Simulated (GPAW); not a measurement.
# MgSi (P4/mmm) in GPAW: settings compared

One crystal, MgSi, is run at these levels: BLYP+D3(BJ), BLYP+D4; tasks: relaxation of cell and atoms.

Program: GPAW 26.7.0. These are calculated values, not measurements. Logs are shortened: lines on timing, memory, paths and dates and some standing lists are left out, and cuts for length are marked. The log counts tension as positive stress, the text compression.

**1. Starting point**

The structure is tetragonal, space group P4/mmm (No. 123). Conventional cell: a = 2.908 Å, b = 2.908 Å, c = 4.103 Å, α = 90.00°, β = 90.00°, γ = 90.00°. Around Si (site symmetry 4/mmm) lie 8 Mg at 2.90 Å and 4 Si at 2.91 Å. Mg (site symmetry 4/mmm) has 8 Si at 2.90 Å and 4 Mg at 2.91 Å as nearest neighbours.

The cell comes from a database or a generator and needn't be the stable form of this composition.

**2. Relaxation of cell and atoms, BLYP+D3(BJ)**

Contents of run.py:

```python
from ase import Atoms
from ase.calculators.mixing import SumCalculator
from ase.filters import FrechetCellFilter
from ase.io import write
from ase.optimize import BFGS
from dftd3.ase import DFTD3
from gpaw import GPAW, PW, setup_paths

setup_paths.insert(0, '.')

atoms = Atoms(['Si', 'Mg'],
              cell=[[2.908394, 0.0, 0.0],
                    [0.0, 2.908394, 0.0],
                    [0.0, 0.0, 4.103427]],
              scaled_positions=[[0.5, 0.5, 0.5],
                                [0.0, 0.0, 0.0]],
              pbc=True)

calc = GPAW(mode=PW(800),
            xc='BLYP',
            kpts={'size': (9, 9, 7), 'gamma': True},
            occupations={'name': 'fermi-dirac', 'width': 0.05},
            nbands=15,
            convergence={'density': 1e-05, 'forces': 0.0001},
            eigensolver='davidson',
            maxiter=150,
            txt='gpaw.txt')
atoms.calc = SumCalculator([calc, DFTD3(method='blyp', damping='d3bj')])
opt = BFGS(FrechetCellFilter(atoms), trajectory='relax.traj', logfile='-')
done = opt.run(fmax=0.02, steps=60)
calc.write('gs.gpw')
write('result.traj', atoms)
print('Converged:', done)
print('Cell:', atoms.cell.cellpar().round(4))
print('Volume:', round(atoms.get_volume(), 4))
print(atoms.get_scaled_positions().round(5))
```

Potentials or basis: PAW data sets generated in the run's folder for this functional, pw.

Command:

```bash
> gpaw-setup -f BLYP Mg Si
> OMP_NUM_THREADS=1 python run.py
```

gpaw.txt:

```text
__  _  _
 | _ |_)|_||  |
 |__||  | ||/\| - 26.7.0

Input parameters:
  mode=PW(ecut=800.0),
  convergence={'density': 1e-05, 'forces': 0.0001},
  eigensolver=Davidson(niter=2),
  kpts=MonkhorstPack(size=(9, 9, 7), gamma=True),
  maxiter=150,
  nbands=15,
  occupations=Occupations(name='fermi-dirac', width=0.05),
  xc=XC(name='BLYP')

Diagonalizing LCAO Hamiltonian
Converting LCAO to pw mode
   .------.
  /|      |
 * |      |
 | | Si   |
 | |      |
 | .------.
 |/      /
 Mg-----*

Atoms  # Å, Bohr magnetons
|   | symbol |        x |        y |        z |    initial magnetic moments |
|---|--------|----------|----------|----------|-----------------------------|
| 0 |     Si | 1.454197 | 1.454197 | 2.051713 | ( 0.0000,  0.0000,  0.0000) |
| 1 |     Mg | 0.000000 | 0.000000 | 0.000000 | ( 0.0000,  0.0000,  0.0000) |

Unit cell  # Å
| periodic |        x |        y |        z |  lengths |    angles |
|----------|----------|----------|----------|----------|-----------|
|      yes | 2.908394 | 0.000000 | 0.000000 | 2.908394 | 90.000000 |
|      yes | 0.000000 | 2.908394 | 0.000000 | 2.908394 | 90.000000 |
|      yes | 0.000000 | 0.000000 | 4.103427 | 4.103427 | 90.000000 |

Number of symmetries: 16
Symmetry operations  # r_c * U_cc + t_c -> r_c
|    | kind |            matrix            |
|----|------|------------------------------|
|  0 |  E   |  1, 0, 0,  0, 1, 0,  0, 0, 1 |
|  1 |  σ   |  1, 0, 0,  0, 1, 0,  0, 0,-1 |
|  2 |  σ   |  1, 0, 0,  0,-1, 0,  0, 0, 1 |
|  3 |  C2  |  1, 0, 0,  0,-1, 0,  0, 0,-1 |
|  4 |  σ   |  0, 1, 0,  1, 0, 0,  0, 0, 1 |
|  5 |  C2  |  0, 1, 0,  1, 0, 0,  0, 0,-1 |
|  6 |  C4  |  0, 1, 0, -1, 0, 0,  0, 0, 1 |
|  7 |  S4  |  0, 1, 0, -1, 0, 0,  0, 0,-1 |
|  8 |  C4  |  0,-1, 0,  1, 0, 0,  0, 0, 1 |
[... 140 lines left out ...]
SCF iterations
|iter     | |      energy | eigst |  dens |force |
|---------|-|-------------|-------|-------|------|
|iter:   1| |   -5.132370 | +0.10 |       |      |
|iter:   2| |   -5.117825 | -0.98 | -1.25 |      |
|iter:   3| |   -5.045515 | -1.60 | -1.28 |      |
|iter:   4| |   -5.038158 | -3.11 | -1.83 |      |
|iter:   5| |   -5.038674 | -3.93 | -2.15 |      |
|iter:   6| |   -5.038703c| -5.33 | -3.24 |      |
|iter:   7| |   -5.038706c| -6.43 | -3.79 |      |
|iter:   8| |   -5.038708c| -6.59 | -4.18 |      |
|iter:   9| |   -5.038708c| -8.27c| -4.95 |      |
|iter:  10| |   -5.038708c| -9.85c| -5.98c|      |
|iter:  11| |   -5.038708c|-11.15c| -6.44c|-23.73c|
[... 38 lines left out ...]
No gap
No difference between direct/indirect transitions

Stress tensor  # eV/Ang^3
|         x |         y |        z |
|-----------|-----------|----------|
| -0.036843 |  0.000000 | 0.000000 |
|  0.000000 | -0.036843 | 0.000000 |
|  0.000000 |  0.000000 | 0.014586 |

Forces  # eV/Ang
|       x |       y |       z |
|---------|---------|---------|
| 0.00000 | 0.00000 | 0.00000 |  # Si   0
| 0.00000 | 0.00000 | 0.00000 |  # Mg   1

Interpolating wave functions to new cell

           Si

       Mg

Atoms  # Å, Bohr magnetons
|   | symbol |         x |         y |         z |    initial magnetic moments |
|---|--------|-----------|-----------|-----------|-----------------------------|
| 0 |     Si |  1.452237 |  1.452237 |  2.035926 | ( 0.0000,  0.0000,  0.0000) |
| 1 |     Mg | -0.000000 | -0.000000 | -0.000000 | ( 0.0000,  0.0000,  0.0000) |

Unit cell  # Å
| periodic |         x |         y |         z |  lengths |    angles |
|----------|-----------|-----------|-----------|----------|-----------|
|      yes |  2.904474 | -0.000000 | -0.000000 | 2.904474 | 90.000000 |
|      yes | -0.000000 |  2.904474 | -0.000000 | 2.904474 | 90.000000 |
|      yes | -0.000000 | -0.000000 |  4.071852 | 4.071852 | 90.000000 |

Number of symmetries: 16
Symmetry operations  # r_c * U_cc + t_c -> r_c
|    | kind |            matrix            |
|----|------|------------------------------|
|  0 |  E   |  1, 0, 0,  0, 1, 0,  0, 0, 1 |
|  1 |  σ   |  1, 0, 0,  0, 1, 0,  0, 0,-1 |
|  2 |  σ   |  1, 0, 0,  0,-1, 0,  0, 0, 1 |
|  3 |  C2  |  1, 0, 0,  0,-1, 0,  0, 0,-1 |
|  4 |  σ   |  0, 1, 0,  1, 0, 0,  0, 0, 1 |
|  5 |  C2  |  0, 1, 0,  1, 0, 0,  0, 0,-1 |
|  6 |  C4  |  0, 1, 0, -1, 0, 0,  0, 0, 1 |
|  7 |  S4  |  0, 1, 0, -1, 0, 0,  0, 0,-1 |
|  8 |  C4  |  0,-1, 0,  1, 0, 0,  0, 0, 1 |
[... 190 lines left out ...]
No gap
No difference between direct/indirect transitions

Stress tensor  # eV/Ang^3
|         x |         y |        z |
|-----------|-----------|----------|
| -0.039723 |  0.000000 | 0.000000 |
|  0.000000 | -0.039723 | 0.000000 |
|  0.000000 |  0.000000 | 0.006956 |

Forces  # eV/Ang
|       x |       y |       z |
|---------|---------|---------|
[... 201 lines left out ...]
  Free energy:      -4.959759
  Extrapolated:     -4.955894
[... 26 lines left out ...]
Stress tensor  # eV/Ang^3
|         x |         y |         z |
|-----------|-----------|-----------|
| -0.070261 |  0.000000 |  0.000000 |
|  0.000000 | -0.070261 |  0.000000 |
|  0.000000 |  0.000000 | -0.059268 |

Forces  # eV/Ang
|       x |        y |       z |
|---------|----------|---------|
| 0.00000 |  0.00000 | 0.00000 |  # Si   0
| 0.00000 | -0.00000 | 0.00000 |  # Mg   1

Interpolating wave functions to new cell

           Si

       Mg

Atoms  # Å, Bohr magnetons
|   | symbol |         x |         y |        z |    initial magnetic moments |
|---|--------|-----------|-----------|----------|-----------------------------|
| 0 |     Si |  1.441189 |  1.441189 | 1.927944 | ( 0.0000,  0.0000,  0.0000) |
| 1 |     Mg | -0.000000 | -0.000000 | 0.000000 | ( 0.0000,  0.0000,  0.0000) |

Unit cell  # Å
| periodic |         x |        y |         z |  lengths |    angles |
|----------|-----------|----------|-----------|----------|-----------|
|      yes |  2.882377 | 0.000000 | -0.000000 | 2.882377 | 90.000000 |
|      yes | -0.000000 | 2.882377 | -0.000000 | 2.882377 | 90.000000 |
|      yes |  0.000000 | 0.000000 |  3.855887 | 3.855887 | 90.000000 |

Number of symmetries: 16
Symmetry operations  # r_c * U_cc + t_c -> r_c
|    | kind |            matrix            |
|----|------|------------------------------|
|  0 |  E   |  1, 0, 0,  0, 1, 0,  0, 0, 1 |
|  1 |  σ   |  1, 0, 0,  0, 1, 0,  0, 0,-1 |
|  2 |  σ   |  1, 0, 0,  0,-1, 0,  0, 0, 1 |
|  3 |  C2  |  1, 0, 0,  0,-1, 0,  0, 0,-1 |
|  4 |  σ   |  0, 1, 0,  1, 0, 0,  0, 0, 1 |
|  5 |  C2  |  0, 1, 0,  1, 0, 0,  0, 0,-1 |
|  6 |  C4  |  0, 1, 0, -1, 0, 0,  0, 0, 1 |
|  7 |  S4  |  0, 1, 0, -1, 0, 0,  0, 0,-1 |
|  8 |  C4  |  0,-1, 0,  1, 0, 0,  0, 0, 1 |
[... 193 lines left out ...]
Stress tensor  # eV/Ang^3
|         x |         y |         z |
|-----------|-----------|-----------|
| -0.066392 |  0.000000 | -0.000000 |
|  0.000000 | -0.066392 |  0.000000 |
| -0.000000 |  0.000000 | -0.053011 |

Forces  # eV/Ang
|        x |        y |       z |
|----------|----------|---------|
|  0.00000 | -0.00000 | 0.00000 |  # Si   0
| -0.00000 |  0.00000 | 0.00000 |  # Mg   1

Interpolating wave functions to new cell

           Si

       Mg

Atoms  # Å, Bohr magnetons
|   | symbol |         x |         y |        z |    initial magnetic moments |
|---|--------|-----------|-----------|----------|-----------------------------|
| 0 |     Si |  1.445575 |  1.445575 | 1.929523 | ( 0.0000,  0.0000,  0.0000) |
| 1 |     Mg | -0.000000 | -0.000000 | 0.000000 | ( 0.0000,  0.0000,  0.0000) |

Unit cell  # Å
| periodic |        x |         y |         z |  lengths |    angles |
|----------|----------|-----------|-----------|----------|-----------|
|      yes | 2.891150 | -0.000000 |  0.000000 | 2.891150 | 90.000000 |
|      yes | 0.000000 |  2.891150 | -0.000000 | 2.891150 | 90.000000 |
|      yes | 0.000000 |  0.000000 |  3.859046 | 3.859046 | 90.000000 |

Number of symmetries: 16
Symmetry operations  # r_c * U_cc + t_c -> r_c
|    | kind |            matrix            |
|----|------|------------------------------|
|  0 |  E   |  1, 0, 0,  0, 1, 0,  0, 0, 1 |
|  1 |  σ   |  1, 0, 0,  0, 1, 0,  0, 0,-1 |
|  2 |  σ   |  1, 0, 0,  0,-1, 0,  0, 0, 1 |
|  3 |  C2  |  1, 0, 0,  0,-1, 0,  0, 0,-1 |
|  4 |  σ   |  0, 1, 0,  1, 0, 0,  0, 0, 1 |
|  5 |  C2  |  0, 1, 0,  1, 0, 0,  0, 0,-1 |
|  6 |  C4  |  0, 1, 0, -1, 0, 0,  0, 0, 1 |
|  7 |  S4  |  0, 1, 0, -1, 0, 0,  0, 0,-1 |
|  8 |  C4  |  0,-1, 0,  1, 0, 0,  0, 0, 1 |
[... 193 lines left out ...]
Stress tensor  # eV/Ang^3
|         x |         y |         z |
|-----------|-----------|-----------|
| -0.062588 |  0.000000 |  0.000000 |
|  0.000000 | -0.062588 |  0.000000 |
|  0.000000 |  0.000000 | -0.049680 |

Forces  # eV/Ang
|        x |        y |       z |
|----------|----------|---------|
| -0.00000 | -0.00000 | 0.00000 |  # Si   0
| -0.00000 |  0.00000 | 0.00000 |  # Mg   1

Interpolating wave functions to new cell

           Si
[... 169 lines left out ...]
SCF iterations
|iter     | |      energy | eigst |  dens |force |
|---------|-|-------------|-------|-------|------|
|iter:   1| |   -5.008373 |       |       |      |
|iter:   2| |   -5.008603 | -2.79 | -2.44 |      |
|iter:   3| |   -5.010598c| -3.64 | -2.45 |      |
|iter:   4| |   -5.008213c| -4.27 | -2.75 |      |
|iter:   5| |   -5.008184c| -5.90 | -3.29 |      |
|iter:   6| |   -5.008186c| -6.97 | -3.70 |      |
|iter:   7| |   -5.008186c| -7.32 | -4.07 |      |
|iter:   8| |   -5.008186c| -8.92c| -5.13c|      |
|iter:   9| |   -5.008186c| -9.43c| -5.47c|-24.34c|

Converged in 9 steps
Energy contributions relative to reference atoms: (reference = -13344.177285)

Energy contributions:
  Kinetic:           9.475398
  Coulomb:          -5.583802
  Zero:             -0.088529
  External:          0.000000
  Xc:               -8.807030
  Entropy:          -0.008446
  Spinorbit:         0.000000
  ----------------------------
  Free energy:      -5.012409
  Extrapolated:     -5.008186
[... 26 lines left out ...]
Stress tensor  # eV/Ang^3
|         x |         y |         z |
|-----------|-----------|-----------|
| -0.055960 |  0.000000 |  0.000000 |
|  0.000000 | -0.055960 |  0.000000 |
|  0.000000 |  0.000000 | -0.047612 |

Forces  # eV/Ang
|       x |        y |       z |
|---------|----------|---------|
| 0.00000 |  0.00000 | 0.00000 |  # Si   0
| 0.00000 | -0.00000 | 0.00000 |  # Mg   1

Interpolating wave functions to new cell

           Si
[... 222 lines left out ...]
Stress tensor  # eV/Ang^3
|         x |         y |         z |
|-----------|-----------|-----------|
| -0.052762 | -0.000000 |  0.000000 |
| -0.000000 | -0.052762 | -0.000000 |
|  0.000000 | -0.000000 | -0.051795 |

Forces  # eV/Ang
|        x |       y |       z |
|----------|---------|---------|
| -0.00000 | 0.00000 | 0.00000 |  # Si   0
|  0.00000 | 0.00000 | 0.00000 |  # Mg   1

Interpolating wave functions to new cell

           Si
[... 221 lines left out ...]
Stress tensor  # eV/Ang^3
|         x |         y |         z |
|-----------|-----------|-----------|
| -0.054170 | -0.000000 |  0.000000 |
| -0.000000 | -0.054170 |  0.000000 |
|  0.000000 |  0.000000 | -0.053663 |

Forces  # eV/Ang
|        x |       y |       z |
|----------|---------|---------|
|  0.00000 | 0.00000 | 0.00000 |  # Si   0
| -0.00000 | 0.00000 | 0.00000 |  # Mg   1

# Writing to gs.gpw (mode='')
```

Run time: 2.3 min. Hardware: 1 thread of Arm Neoverse V1, shared host; peak memory 0.32 GiB.

What came out:

```yaml
Free_energy: -6.7571 eV
Relaxed_volume: 16.32 Å³/atom
Relaxed_cell: a = 2.923 Å, b = 2.923 Å, c = 3.820 Å, α = 90.00°, β = 90.00°, γ = 90.00°
Space_group_after_relaxing_to_0.05_Å: P4/mmm (No. 123)
Energy_gained_by_relaxing: 38.4 meV/atom
Ionic_steps: 8
Pressure_after_relaxing: -0.1 GPa
Band_gap_on_the_k_mesh: none (metal or under the smearing width)
Dispersion_energy_per_atom: -0.871 eV
```

Step by step:
```tsv
step	energy change (eV)	largest force (eV/Å)	pressure (GPa)	volume (Å³)
1	0.0000	0.0000	-4.49	34.71
2	-0.0169	0.0000	-3.95	34.35
3	-0.0707	0.0000	1.40	31.79
4	-0.0719	0.0000	0.81	32.04
5	-0.0732	0.0000	0.36	32.26
6	-0.0756	0.0000	-0.23	32.63
7	-0.0767	0.0000	-0.28	32.74
8	-0.0768	0.0000	-0.09	32.64
```

Final structure:
```
Si Mg
1.0
     2.92342    0.00000    0.00000
     0.00000    2.92342    0.00000
     0.00000    0.00000    3.81959
Si Mg
1 1
Direct
  0.50000 0.50000 0.50000
  0.00000 0.00000 0.00000
```

Levels at points of the mesh, in eV from the Fermi level:
```tsv
k point	band 3	band 4	band 5	band 6	band 7	band 8	band 9	band 10	band 11
(0.00, 0.00, 0.00)	-43.39	-43.39	-11.41	-2.07	0.30	3.95	3.95	5.18	8.22
```

Caveat: later steps reuse the first step's grids; pairwise dispersion overbinds metals, which lowers pressure and volume.

**3. Relaxation of cell and atoms, BLYP+D4**

Edit run.py of step 2 so:

```diff
@@ -5,3 +5,3 @@
 from ase.optimize import BFGS
-from dftd3.ase import DFTD3
+from dftd4.ase import DFTD4
 from gpaw import GPAW, PW, setup_paths
@@ -27,3 +27,3 @@
             txt='gpaw.txt')
-atoms.calc = SumCalculator([calc, DFTD3(method='blyp', damping='d3bj')])
+atoms.calc = SumCalculator([calc, DFTD4(method='blyp')])
 opt = BFGS(FrechetCellFilter(atoms), trajectory='relax.traj', logfile='-')
```

Potentials or basis: PAW data sets generated in the run's folder for this functional, pw.

Command:

```bash
> gpaw-setup -f BLYP Mg Si
> OMP_NUM_THREADS=1 python run.py
```

Run time: 2.4 min. Hardware: 1 thread of Arm Neoverse V1, shared host; peak memory 0.32 GiB.

It converged, with:

- Free energy: -5.9463 eV
- Relaxed volume: 17.34 Å³/atom
- Relaxed cell: a = 2.992 Å, b = 2.992 Å, c = 3.874 Å, α = 90.00°, β = 90.00°, γ = 90.00°
- Space group after relaxing (to 0.05 Å): P4/mmm (No. 123)
- Energy gained by relaxing: 27.6 meV/atom
- Ionic steps: 8
- Pressure after relaxing: 0.0 GPa
- Band gap on the k mesh: none (metal or under the smearing width)
- Dispersion energy per atom: -0.426 eV

Stress tensor (GPa, compression positive):
```
 0.02  0.00  0.00
 0.00  0.02  0.00
 0.00  0.00 -0.09
```

The path:
```
step  energy change (eV)  largest force (eV/Å)  pressure (GPa)  volume (Å³)
   1              0.0000                0.0000           -0.86        34.71
   2             -0.0082                0.0000           -0.72        34.64
   3             -0.0505                0.0000            0.99        34.04
   4             -0.0523                0.0000            1.32        33.98
   5             -0.0533                0.0000            1.03        34.10
   6             -0.0545                0.0000            0.52        34.36
   7             -0.0552                0.0000            0.07        34.62
   8             -0.0552                0.0000           -0.02        34.69
```

Final structure:
```
Si Mg
1.0
     2.99220    0.00000    0.00000
     0.00000    2.99220    0.00000
     0.00000    0.00000    3.87442
Si Mg
1 1
Direct
  0.50000 0.50000 0.50000
  0.00000 0.00000 0.00000
```

Levels at points of the mesh, in eV from the Fermi level:
```
           k point  band 5  band 6  band 7  band 8  band 9  band 10
(0.00, 0.00, 0.00)  -10.98   -1.85    0.42    3.67    3.67     5.18
```

Caveat: later steps reuse the first step's grids; pairwise dispersion overbinds metals, which lowers pressure and volume.
